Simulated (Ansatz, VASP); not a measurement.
## TiPt3: VASP beside Ansatz

File INCAR:

```
SYSTEM = TiPt3
PREC = Accurate
ENCUT = 600
EDIFF = 1E-6
ISMEAR = 0
SIGMA = 0.1
LREAL = .FALSE.
LASPH = .TRUE.
NELM = 100
ALGO = Fast
ISIF = 3
LWAVE = .FALSE.
LCHARG = .FALSE.
GGA = PS
IBRION = 2
NSW = 80
EDIFFG = -0.05
```

KPOINTS

```
Automatic mesh
0
G
  6 6 6
  0 0 0
```

Contents of POSCAR:

```
TiPt3
1.0
    3.8260568106      0.0000000000      0.0000000000
    0.0000000000      3.8260568106      0.0000000000
    0.0000000000      0.0000000000      3.8260568106
Ti Pt
1 3
Direct
    0.0000000000      0.0000000000      0.0000000000
    0.0000000000      0.5000000000      0.5000000000
    0.5000000000      0.0000000000      0.5000000000
    0.5000000000      0.5000000000      0.0000000000
```

Input for Ansatz:

```yaml
crystal:
  lattice:
    - [3.8260568106, 0.0, 0.0]
    - [0.0, 3.8260568106, 0.0]
    - [0.0, 0.0, 3.8260568106]
  atoms:
    - { symbol: Ti, position: [0.0, 0.0, 0.0] }
    - { symbol: Pt, position: [0.0, 0.5, 0.5] }
    - { symbol: Pt, position: [0.5, 0.0, 0.5] }
    - { symbol: Pt, position: [0.5, 0.5, 0.0] }
basis:
  ecutwfc: 420
kpoints:
  mp_grid: { grid: [6, 6, 6] }
hamiltonian:
  xc: pbesol
scf:
  occupations: { method: gaussian, width: 0.1 }
output:
  forces: true
  stress: true
  eigenvalues: true
relax:
  adjacent_minimum: "off"
  f_tol: 0.05
  max_steps: 60
  cell: { stress_tol: 0.5 }
```

Alike in both runs: task relaxation of cell and atoms; functional PBEsol; k mesh 6 × 6 × 6; occupations gaussian, width 0.1 eV; no spin polarisation.

|  | VASP | Ansatz |
| --- | --- | --- |
| version | VASP 6.6.1 | Ansatz 0.2.0 |
| potentials or method | VASP PAW PBE potentials, release 64 (Ti_sv, Pt) | scalar-relativistic, plane waves, PAW |
| plane-wave cutoff (eV) | 600 | 420 |
| valence electrons in the cell | 42 | 66 |

|  | VASP | Ansatz | Ansatz less VASP |
| --- | --- | --- | --- |
| gap on the k mesh at the Fermi level, each at its own relaxed structure (eV) | none | none | - |
| relaxed volume (Å³/atom) | 14.81 | 14.83 | +0.023 |
| relaxed cell length with the largest relative difference (Å) | 3.898 | 3.900 | +0.0020 |
| energy change over the relaxation (meV/atom) | -41 | -42 | -1.1 |

A gap of «none» marks a metal or a gap that the smearing closes. The two sets of potentials don't hold the same shells in valence.

Caveats: the PAW data sets were made with another functional, which shifts forces and pressure a little (VASP). Zero-point motion and thermal expansion aren't in these numbers. Spin-orbit coupling is left out, which matters for the levels of Pt.
